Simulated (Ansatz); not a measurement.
An Ansatz (a quantum-chemistry and plane-wave program) run: NaBr with a change (uniaxial strain ε_xx = +2.88 %); r2SCAN (Ansatz, PAW, spin-orbit coupling left out).

Input:

Ansatz 0.2 input:
```yaml
crystal:
  lattice:
    - [0, 2.9737947974, 2.9737947974]
    - [3.0594400876, 0, 2.9737947974]
    - [3.0594400876, 2.9737947974, 0]
  atoms:
    - { symbol: Br, position: [0, 0, 0] }
    - { symbol: Na, position: [0.5, 0.5, 0.5] }
basis: { ecutwfc: 500, ecutrho_ratio: 4, xc_grid: 4, fft_grid_basis: typed }
kpoints: { mp_grid: { grid: [10, 10, 10] } }
hamiltonian:
  xc: r2scan
  dispersion: none
  pseudopotentials: { kind: paw }
scf: { occupations: { method: fermi_dirac, width: 0.05 }, convergence: { dr2_threshold: 0.0000000002 } }
relax: { f_tol: 0.005, max_steps: 50 }
output: { forces: true, stress: true }
checkpoint: { write: state.ck, write_every: 1000 }
```

Output (explanatory and most iteration lines left out):

```
Relaxation: its limit of steps is 50 (relax.max_steps)
Pseudopotential: Br, paw, valence charge 7
Pseudopotential: Na, paw, valence charge 9
Crystal: 2 atoms, lattice volume = 54.112 Å³
Basis set: ecut = 500 eV, 1387 PW (Γ), exchange–correlation on 128×128×128 points (64 copies of the dense FFT grid, shifted against one another)
Bands: 12, of which v1, the nominal top of the filled ones, is band 8 counted from 1 (7 counted from 0)
Symmetry: 16 space group operations
Space group: I4/mmm (ITA 139), of the structure as read, at distance tolerance 3.8e-5 Å
k-points: 102 of 1000
Functional: x = r2scan, c = r2scan; τ floored in thin density (d = 2e-4 eV/Å³)
SCF iter   1: F=—  HF=-4285.074719 eV  |F-HF|=—  |Δ(HF+E_count)|=         —  Δρ=5.87e-3  dr2=1.09e-2  dr2_τ=2.58e-3  ethr=1.77e-3  ⟨swp⟩=6.0  Hψ=7718  notcnv=0
SCF iter   2: F=—  HF=-4285.080939 eV  |F-HF|=—  |Δ(HF+E_count)|=   6.22e-3  Δρ=1.34e-3  dr2=6.80e-4  dr2_τ=2.81e-4  ethr=6.83e-5  ⟨swp⟩=2.0  Hψ=3264  notcnv=0
SCF 1 converged in 7 iterations: F = -4285.081122 eV  dr2 = 3.90e-12
relax step   1: F+E_penalty+E_count = -4285.08112248 eV  Δ(F+E_penalty+E_count) = +0.000e0 eV  max|allowed force component| = 1.282e-29 eV/Å  Δτ_max = 0.0000 Å  (7 SCF iters, accepted)
Crystal: 2 atoms, lattice volume = 54.112 Å³
SCF iter   1: F=—  HF=-4285.081122 eV  |F-HF|=—  |Δ(HF+E_count)|=         —  Δρ=1.10e-7  dr2=3.88e-12  dr2_τ=1.08e-12  ethr=1.00e-12  ⟨swp⟩=2.3  Hψ=8777  notcnv=0
SCF iter   2: F=-4285.081122 eV  HF=-4285.081122 eV  |F-HF|=0.00e0  |Δ(HF+E_count)|=  3.64e-12  Δρ=4.18e-8  dr2=3.06e-13  dr2_τ=6.83e-14  ethr=1.00e-12  ⟨swp⟩=3.3  Hψ=3307  notcnv=0
SCF 2 converged in 2 iterations: F = -4285.081122 eV  dr2 = 3.06e-13
SCF converged after 2 iterations
Free energy (F): -4285.081122 eV
Internal energy: -4285.081122 eV  (E = F + TS)
E sigma→0 (E₀):  -4285.081122 eV
Fermi energy:    3.441503 eV
--- Forces (eV/Å), atoms counted from 1 ---
  atom   1  Br     0.00000000    -0.00000000     0.00000000
  atom   2  Na    -0.00000000    -0.00000000    -0.00000000
--- Stress (GPa, compression-positive) ---
       -1.130556       0.000000      -0.000000
        0.000000      -0.263243      -0.000000
       -0.000000      -0.000000      -0.263243
  P = ⅓ Tr σ = -0.5523 GPa (-5.523 kbar)
--- Relaxed structure (1 steps of the walk, 1 accepted, 0 SCFs on fresh bases) ---
  atoms:
    - { symbol: Br, position: [0.0, 0.0, 0.0] }
    - { symbol: Na, position: [0.5000000000000002, 0.5, 0.4999999999999999] }
```

No phonon test of stability was made. The cell was made from NaBr in the rock salt structure (space group Fm-3m, No. 225) by this change: uniaxial strain ε_xx = +2.88 %.
